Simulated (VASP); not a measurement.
# HfSi2 (Cmcm) in VASP: notebook

The runs below take HfSi2 through relaxation of cell and atoms, with LDA, PBE.

Program: VASP 6.6.1. These are calculated values, not measurements. Logs are shortened: lines on timing, memory, paths and dates and some standing lists are left out, and cuts for length are marked.

### 1 The structure

Symmetry: Cmcm, No. 63, orthorhombic system. Conventional cell: a = 3.672 Å, b = 14.570 Å, c = 3.641 Å, α = 90.00°, β = 90.00°, γ = 90.00°. Around Hf (site symmetry m2m) lie 10 Si at 2.67 to 3.02 Å. Si (site symmetry m2m) has 2 Si at 2.50 Å and 4 Hf at 2.67 Å as nearest neighbours. Si (site symmetry m2m) is surrounded by 4 Si at 2.59 Å and 4 Hf at 2.78 to 2.79 Å.

### 2 Relaxation of cell and atoms, LDA

The input, INCAR:

```
SYSTEM = HfSi2
  ALGO = Normal
  EDIFF = 1E-6
  EDIFFG = -0.01
  ENCUT = 600
  IBRION = 2
  ISIF = 3
  ISMEAR = 1
  KPAR = 2
  LASPH = .TRUE.
  LCHARG = .FALSE.
  LREAL = .FALSE.
  LWAVE = .FALSE.
  NELM = 80
  NSW = 90
  PREC = Accurate
  SIGMA = 0.1
```

The input, KPOINTS:

```
k-points
0
G
  10 10 10
  0 0 0
```

The input, POSCAR:

```
HfSi2
1.0
    1.8360000000     -7.2850000000      0.0000000000
    1.8360000000      7.2850000000      0.0000000000
    0.0000000000      0.0000000000      3.6410000000
Hf Si
2 4
Direct
    0.8940000000      0.1060000000      0.2500000000
    0.1060000000      0.8940000000      0.7500000000
    0.5590000000      0.4410000000      0.2500000000
    0.4410000000      0.5590000000      0.7500000000
    0.2500000000      0.7500000000      0.2500000000
    0.7500000000      0.2500000000      0.7500000000
```

Potentials or basis: VASP PAW LDA potentials, release 64 (Hf_pv, Si).

Command:

```
$ cat potpaw_LDA.64/Hf_pv/POTCAR potpaw_LDA.64/Si/POTCAR > POTCAR
$ mpirun -np 2 vasp_std > vasp.out
```

OUTCAR:

```text
SYSTEM = HfSi2
   EDIFF = 1E-6
   EDIFFG = -0.01
   ENCUT = 600
   IBRION = 2
   ISIF = 3
   ISMEAR = 1
   LASPH = .TRUE.
   LREAL = .FALSE.
   NELM = 80
   NSW = 90
   PREC = Accurate

 ion  position               nearest neighbor table
   1  0.894  0.106  0.250-   4 2.67   4 2.67   4 2.67   4 2.67   6 2.78   6 2.78   5 2.79   5 2.79
                             3 3.02   3 3.02   2 3.59   2 3.59
   2  0.106  0.894  0.750-   3 2.67   3 2.67   3 2.67   3 2.67   5 2.78   5 2.78   6 2.79   6 2.79
                             4 3.02   4 3.02   1 3.59   1 3.59
   3  0.559  0.441  0.250-   4 2.50   4 2.50   2 2.67   2 2.67   2 2.67   2 2.67   1 3.02   1 3.02

   4  0.441  0.559  0.750-   3 2.50   3 2.50   1 2.67   1 2.67   1 2.67   1 2.67   2 3.02   2 3.02

   5  0.250  0.750  0.250-   6 2.59   6 2.59   6 2.59   6 2.59   2 2.78   2 2.78   1 2.79   1 2.79

   6  0.750  0.250  0.750-   5 2.59   5 2.59   5 2.59   5 2.59   1 2.78   1 2.78   2 2.79   2 2.79

  LATTYP: Found a base centered orthorhombic cell.
 ALAT       =     3.6720000000
 B/A-ratio  =     3.9678649237
 C/A-ratio  =     0.9915577342

  Lattice vectors:

 A1 = (   1.8360000000,  -7.2850000000,   0.0000000000)
 A2 = (   1.8360000000,   7.2850000000,   0.0000000000)
 A3 = (   0.0000000000,   0.0000000000,   3.6410000000)

Analysis of symmetry for initial positions (statically):
=====================================================================
 Subroutine PRICEL returns:
 Original cell was already a primitive cell.

 Routine SETGRP: Setting up the symmetry group for a
 base centered orthorhombic supercell.

 Subroutine GETGRP returns: Found  8 space group operations
 (whereof  4 operations were pure point group operations)
 out of a pool of  8 trial point group operations.

The static configuration has the point symmetry C_2h.
 The point group associated with its full space group is D_2h.

Analysis of symmetry for dynamics (positions and initial velocities):
=====================================================================
 Subroutine PRICEL returns:
 Original cell was already a primitive cell.

 Routine SETGRP: Setting up the symmetry group for a
 base centered orthorhombic supercell.

 Subroutine GETGRP returns: Found  8 space group operations
 (whereof  4 operations were pure point group operations)
 out of a pool of  8 trial point group operations.

The dynamic configuration has the point symmetry C_2h.
 The point group associated with its full space group is D_2h.

 Subroutine INISYM returns: Found  8 space group operations
 (whereof  4 operations are pure point group operations),
 and found     1 'primitive' translations

----------------------------------------------------------------------------------------

                                     Primitive cell

  volume of cell :      97.3986

  direct lattice vectors                    reciprocal lattice vectors
     1.836000000 -7.285000000  0.000000000     0.272331155 -0.068634180  0.000000000
     1.836000000  7.285000000  0.000000000     0.272331155  0.068634180  0.000000000
     0.000000000  0.000000000  3.641000000     0.000000000  0.000000000  0.274649821

  length of vectors
     7.512797149  7.512797149  3.641000000     0.280846770  0.280846770  0.274649821

  position of ions in fractional coordinates (direct lattice)
     0.894000000  0.106000000  0.250000000
     0.106000000  0.894000000  0.750000000
     0.559000000  0.441000000  0.250000000
     0.441000000  0.559000000  0.750000000
     0.250000000  0.750000000  0.250000000
     0.750000000  0.250000000  0.750000000

  ion indices of the primitive-cell ions
   primitive index   ion index
                 1           1
                 2           2
                 3           3
                 4           4
                 5           5
                 6           6

----------------------------------------------------------------------------------------

 KPOINTS: k-points

Automatic generation of k-mesh.
 Grid dimensions read from file:
 generate k-points for:   10   10   10

 Generating k-lattice:

  Cartesian coordinates                     Fractional coordinates (reciprocal lattice)
     0.027233115 -0.006863418  0.000000000     0.100000000 -0.000000000  0.000000000
     0.027233115  0.006863418  0.000000000    -0.000000000  0.100000000  0.000000000
     0.000000000  0.000000000  0.027464982     0.000000000  0.000000000  0.100000000

  Length of vectors
     0.028084677  0.028084677  0.027464982

  Shift w.r.t. Gamma in fractional coordinates (k-lattice)
     0.000000000  0.000000000  0.000000000

 Subroutine IBZKPT returns following result:
 ===========================================

 Found    186 irreducible k-points:

 Following reciprocal coordinates:
            Coordinates               Weight
  0.000000  0.000000  0.000000      1.000000
  0.100000  0.000000  0.000000      4.000000
  0.200000  0.000000  0.000000      4.000000
  0.300000  0.000000  0.000000      4.000000
  0.400000  0.000000  0.000000      4.000000
  0.500000 -0.000000  0.000000      2.000000
[... 16 lines left out ...]
  0.300000  0.300000  0.000000      2.000000
  0.400000  0.300000  0.000000      4.000000
 [... further k-points ...]
   k-points           NKPTS =    186   k-points in BZ     NKDIM =    186   number of bands    NBANDS=     22
   number of dos      NEDOS =    301   number of ions     NIONS =      6
   total plane-waves  NPLWV = 108000
   dimension x,y,z NGX =    60 NGY =   60 NGZ =   30
   dimension x,y,z NGXF=   120 NGYF=  120 NGZF=   60
   ions per type =               2   4
   NGX,Y,Z   is equivalent  to a cutoff of  13.28, 13.28, 13.70 a.u.
   NGXF,Y,Z  is equivalent  to a cutoff of  26.55, 26.55, 27.40 a.u.
 SYSTEM =  HfSi2
   PREC   = accura    normal or accurate (medium, high low for compatibility)
   ISTART =      0    job   : 0-new  1-cont  2-samecut
   ICHARG =      2    charge: 1-file 2-atom 10-const
   ISPIN  =      1    spin polarized calculation?
   LNONCOLLINEAR =      F non collinear calculations
   LSORBIT =      F    spin-orbit coupling
   LASPH  =      T    aspherical Exc in radial PAW
   ENCUT  =  600.0 eV  44.10 Ry    6.64 a.u.  15.00 15.00  7.27*2*pi/ulx,y,z
   NELM   =     80;   NELMIN=  2; NELMDL= -5     # of ELM steps
   EDIFF  = 0.1E-05   stopping-criterion for ELM
   LREAL  =      F    real-space projection
   EDIFFG = -.1E-01   stopping-criterion for IOM
   NSW    =     90    number of steps for IOM
   IBRION =      2    ionic relax: 0-MD 1-quasi-New 2-CG
   NFREE  =      1    steps in history (QN), initial steepest desc. (CG)
   ISIF   =      3    stress and relaxation
   ISYM   =      2    0-nonsym 1-usesym 2-fastsym
   POTIM  = 0.5000    time-step for ionic-motion
   TEBEG  =    0.0;   TEEND  =   0.0 temperature during run
   PSTRESS=    0.0 pullay stress
   NELECT =      36.0000    total number of electrons
   NUPDOWN=      -1.0000    fix difference up-down
   EMIN   =  10.00;   EMAX   =-10.00  energy-range for DOS
   EFERMI =   0.00;   METHOD = LEGACY
   ISMEAR =     1;   SIGMA  =   0.10  broadening in eV -4-tet -1-fermi 0-gaus
   EFERMI_NEDOS =   21; number of points for ismear=-14 and -15
   IALGO  =     38    algorithm
   IMIX   =      4    mixing-type and parameters
     AMIX     =   0.40;   BMIX     =  1.00
     AMIX_MAG =   1.60;   BMIX_MAG =  1.00
  volume/ion in A,a.u.               =      16.23       109.55
  Fermi-wavevector in a.u.,A,eV,Ry     =   1.174874  2.220190 18.780521  1.380329
  Thomas-Fermi vector in A             =   2.311264
   LORBIT       =      0    0 simple, 1 ext, 2 COOP (PROOUT), +10 PAW based schemes
   GGA     = CA    functional components
   LHFCALC =     F    Hartree Fock is set to
   AEXX    =    0.0000 exact exchange contribution
   IVDW    =     0    specifies the selected vdW correction
   LEPSILON=     F    determine dielectric tensor
   LRPA    =     F    only Hartree local field effects (RPA)
 conjugate gradient relaxation of ions
 non-spin polarized calculation
 Methfessel and Paxton  Order N= 1 SIGMA  =   0.10
  energy-cutoff  :      600.00
  volume of cell :       97.40
 maximum number of plane-waves:      3285
   NGX = 29   NGY = 29   NGZ = 15

--------------------------------------- Ionic step        1  -------------------------------------------

 number of electron      35.9999998 magnetization

 Free energy of the ion-electron system (eV)
  ---------------------------------------------------
  ext. energy  EPLUGINS =         0.00000000
  ---------------------------------------------------
  free energy    TOTEN  =       -49.14856146 eV

  energy without entropy =      -49.14864399  energy(sigma->0) =      -49.14858897

------------------------ aborting loop because EDIFF is reached ----------------------------------------

  FORCE on cell =-STRESS in cart. coord.  units (eV):
  Direction    XX          YY          ZZ          XY          YZ          ZX
  --------------------------------------------------------------------------------------
  -------------------------------------------------------------------------------------
  Total       -2.9557152     -4.1491273     -3.0556125      0.0000000     -0.0000000      0.0000000
  in kB      -48.6205940    -68.2518506    -50.2638740      0.0000000     -0.0000000      0.0000000
  external PRESSURE =     -55.7121062 kB  Pullay stress =       0.0000000 kB
[... 101 lines left out ...]
  FREE ENERGIE OF THE ION-ELECTRON SYSTEM (eV)
  ---------------------------------------------------
  free  energy   TOTEN  =       -49.2411429939 eV

  energy  without entropy=      -49.2404565572  energy(sigma->0) =      -49.24091418

[... ionic steps 4 to 7 ...]

--------------------------------------- Ionic step        8  -------------------------------------------

 number of electron      35.9999999 magnetization

------------------------ aborting loop because EDIFF is reached ----------------------------------------

  FORCE on cell =-STRESS in cart. coord.  units (eV):
  Direction    XX          YY          ZZ          XY          YZ          ZX
  --------------------------------------------------------------------------------------
  -------------------------------------------------------------------------------------
  Total        0.1114350      0.0225507      0.1141604      0.0000000     -0.0000000      0.0000000
  in kB        1.9121696      0.3869586      1.9589354      0.0000000     -0.0000000      0.0000000
  external PRESSURE =       1.4193545 kB  Pullay stress =       0.0000000 kB
[... 65 lines left out ...]
  energy  without entropy=      -49.2680896371  energy(sigma->0) =      -49.26861781

--------------------------------------- Ionic step       10  -------------------------------------------

 number of electron      36.0000000 magnetization

 Free energy of the ion-electron system (eV)
  ---------------------------------------------------
  ext. energy  EPLUGINS =         0.00000000
  ---------------------------------------------------
  free energy    TOTEN  =       -49.26906690 eV

  energy without entropy =      -49.26826133  energy(sigma->0) =      -49.26879838

 E-fermi :   8.7658     XC(G=0): -11.7095

 val. band max:        8.7503377135   @ k =  -0.4000   0.2000   0.1000
 cond. band min:       8.7672885665   @ k =   0.2000   0.0000   0.0000
 fundamental gap:      0.0169508530
 Fermi energy:         8.7658161729

 k-point     1 :       0.0000    0.0000    0.0000
  band No.  band energies     occupation
      1     -21.7706      2.00000
      2     -21.6598      2.00000
      3     -21.6384      2.00000
      4     -21.6166      2.00000
      5     -21.6143      2.00000
      6     -21.5768      2.00000
[... 574 lines left out ...]
      6     -21.5686      2.00000
[... 14 lines left out ...]
     21       9.7325     -0.00000
     22      10.7255     -0.00000

 [... further k-points ...]

------------------------ aborting loop because EDIFF is reached ----------------------------------------

  FORCE on cell =-STRESS in cart. coord.  units (eV):
  Direction    XX          YY          ZZ          XY          YZ          ZX
  --------------------------------------------------------------------------------------
  -------------------------------------------------------------------------------------
  Total        0.0000657     -0.0036381      0.0156298      0.0000000      0.0000000      0.0000000
  in kB        0.0011257     -0.0623585      0.2679008      0.0000000      0.0000000      0.0000000
  external PRESSURE =       0.0688893 kB  Pullay stress =       0.0000000 kB
[... 21 lines left out ...]
  FREE ENERGIE OF THE ION-ELECTRON SYSTEM (eV)
  ---------------------------------------------------
  free  energy   TOTEN  =       -49.2690668990 eV

  energy  without entropy=      -49.2682613274  energy(sigma->0) =      -49.26879838

 reached required accuracy - stopping structural energy minimisation
```

Run time: 16 min. Hardware: 2 MPI ranks of Intel Xeon Platinum 8488C (Sapphire Rapids), shared host; peak memory 0.6 GiB.

Results:

| Quantity | Value |
| --- | --- |
| Free energy | -49.2691 eV |
| Relaxed volume | 15.58 Å³/atom |
| Relaxed cell | a = 7.362 Å, b = 7.362 Å, c = 3.614 Å, α = 90.00°, β = 90.00°, γ = 151.50° |
| Space group after relaxing (to 0.05 Å) | Cmcm (No. 63) |
| Energy gained by relaxing | 20.1 meV/atom |
| Ionic steps | 10 |
| Pressure after relaxing | 0.0 GPa |
| Band gap on the k mesh | none (metal or under the smearing width) |

Forces on the atoms (eV/Å):
```
Hf   0.000  0.000  0.000
Hf   0.000  0.000  0.000
Si   0.000  0.002  0.000
Si   0.000 -0.002  0.000
Si   0.000  0.002  0.000
Si   0.000 -0.002  0.000
```

The path:
| step | energy change (eV) | largest force (eV/Å) | pressure (GPa) | volume (Å³) |
| --- | --- | --- | --- | --- |
| 1 | 0.0000 | 0.6590 | -5.57 | 97.40 |
| 2 | -0.0263 | 0.4072 | 7.05 | 89.65 |
| 3 | -0.0926 | 0.4716 | 0.77 | 93.08 |
| 4 | -0.1165 | 0.1705 | 0.34 | 93.20 |
| 5 | -0.1187 | 0.0394 | 0.21 | 93.25 |
| 6 | -0.1199 | 0.0433 | -0.19 | 93.53 |
| 7 | -0.1199 | 0.0474 | -0.21 | 93.55 |
| 8 | -0.1203 | 0.0356 | 0.14 | 93.37 |
| 9 | -0.1203 | 0.0363 | 0.13 | 93.38 |
| 10 | -0.1205 | 0.0021 | 0.01 | 93.47 |

Final structure:
```cif
data_structure
_symmetry_space_group_name_H-M 'P 1'
_symmetry_Int_Tables_number 1
_cell_length_a 7.3620
_cell_length_b 7.3620
_cell_length_c 3.6139
_cell_angle_alpha 90.000
_cell_angle_beta 90.000
_cell_angle_gamma 151.496
_cell_volume 93.47
loop_
_atom_site_label
_atom_site_type_symbol
_atom_site_fract_x
_atom_site_fract_y
_atom_site_fract_z
_atom_site_occupancy
Hf1 Hf 0.89530 0.10470 0.25000 1
Hf2 Hf 0.10470 0.89530 0.75000 1
Si1 Si 0.55487 0.44513 0.25000 1
Si2 Si 0.44513 0.55487 0.75000 1
Si3 Si 0.25020 0.74980 0.25000 1
Si4 Si 0.74980 0.25020 0.75000 1
```

Levels at points of the mesh, in eV from the Fermi level:
| k point | band 15 | band 16 | band 17 | band 18 | band 19 | band 20 | band 21 | band 22 |
| --- | --- | --- | --- | --- | --- | --- | --- | --- |
| (0.00, 0.00, 0.00) | -2.56 | -2.55 | -2.54 | 0.06 | 1.19 | 1.27 | 1.71 | 1.87 |
| (0.50, 0.00, 0.00) | -1.90 | -1.72 | -0.93 | -0.55 | -0.51 | 0.94 | 0.95 | 2.16 |
| (0.50, 0.50, 0.00) | -2.91 | -2.06 | -1.63 | 0.50 | 1.15 | 1.34 | 1.51 | 2.04 |
| (0.00, 0.00, 0.50) | -2.07 | -2.07 | -0.06 | -0.06 | 0.23 | 0.23 | 1.72 | 1.72 |
| (0.50, 0.00, 0.50) | -3.47 | -3.47 | -2.47 | -2.47 | 2.09 | 2.09 | 2.89 | 2.89 |
| (0.50, 0.50, 0.50) | -2.40 | -2.40 | -1.00 | -1.00 | 0.10 | 0.10 | 2.52 | 2.52 |

### 3 Relaxation of cell and atoms, LDA

This run uses another cell than the first one, of 15.58 Å³/atom, 0.960 times its volume.

INCAR, as its differences from that of step 2:

```diff
@@ -2,4 +2,4 @@
   ALGO = Normal
-  EDIFF = 1E-6
-  EDIFFG = -0.01
+  EDIFF = 1E-7
+  EDIFFG = -0.005
   ENCUT = 600
```

KPOINTS is that of step 2.

The input, POSCAR:

```
HfSi2                                   
1.0
    1.8124534722     -7.1354260894      0.0000000000
    1.8124534722      7.1354260894     -0.0000000000
    0.0000000000      0.0000000000      3.6138764505
  Hf              Si            
     2     4
Direct
     0.8952978505847393    0.1047021494152608    0.2500000000000000
     0.1047021494152608    0.8952978505847393    0.7500000000000000
     0.5548704820690784    0.4451295179309216    0.2500000000000000
     0.4451295179309216    0.5548704820690784    0.7500000000000000
     0.2502011885712404    0.7497988114287595    0.2500000000000000
     0.7497988114287595    0.2502011885712404    0.7500000000000000
```

Potentials or basis: VASP PAW LDA potentials, release 64 (Hf_pv, Si).

Command:

```
$ cat potpaw_LDA.64/Hf_pv/POTCAR potpaw_LDA.64/Si/POTCAR > POTCAR
$ mpirun -np 2 vasp_std > vasp.out
```

Wall time 3.2 min (2 MPI ranks of Intel Xeon Platinum 8488C (Sapphire Rapids), shared host); peak memory 0.55 GiB.

The run converged. Its results:

* Free energy: -49.2687 eV
* Pressure after relaxing: 0.0 GPa
* Band gap on the k mesh: none (metal or under the smearing width)

Forces in eV/Å, atoms in the order of the input:
```
Hf   0.000  0.000  0.000
Hf   0.000  0.000  0.000
Si   0.000  0.002  0.000
Si   0.000 -0.002  0.000
Si   0.000  0.002  0.000
Si   0.000 -0.002  0.000
```

Final structure:
```cif
data_structure
_symmetry_space_group_name_H-M 'P 1'
_symmetry_Int_Tables_number 1
_cell_length_a 7.3620
_cell_length_b 7.3620
_cell_length_c 3.6139
_cell_angle_alpha 90.000
_cell_angle_beta 90.000
_cell_angle_gamma 151.496
_cell_volume 93.47
loop_
_atom_site_label
_atom_site_type_symbol
_atom_site_fract_x
_atom_site_fract_y
_atom_site_fract_z
_atom_site_occupancy
Hf1 Hf 0.89530 0.10470 0.25000 1
Hf2 Hf 0.10470 0.89530 0.75000 1
Si1 Si 0.55487 0.44513 0.25000 1
Si2 Si 0.44513 0.55487 0.75000 1
Si3 Si 0.25020 0.74980 0.25000 1
Si4 Si 0.74980 0.25020 0.75000 1
```

Levels at points of the mesh, in eV from the Fermi level:
```csv
k point,band 14,band 15,band 16,band 17,band 18,band 19,band 20,band 21,band 22
"(0.00, 0.00, 0.00)",-2.69,-2.56,-2.55,-2.54,0.06,1.19,1.27,1.71,1.87
"(0.50, 0.00, 0.00)",-2.81,-1.90,-1.72,-0.93,-0.55,-0.51,0.94,0.95,2.16
"(0.50, 0.50, 0.00)",-2.92,-2.91,-2.06,-1.63,0.50,1.15,1.34,1.51,2.09
"(0.00, 0.00, 0.50)",-2.66,-2.07,-2.07,-0.06,-0.06,0.23,0.23,1.72,1.72
"(0.50, 0.00, 0.50)",-4.21,-3.47,-3.47,-2.47,-2.47,2.09,2.09,2.89,2.89
"(0.50, 0.50, 0.50)",-3.29,-2.40,-2.40,-1.01,-1.01,0.10,0.10,2.52,2.52
```

Caveat: the relaxation stopped at its first step, so nothing moved.

[end of part 1 of 2]
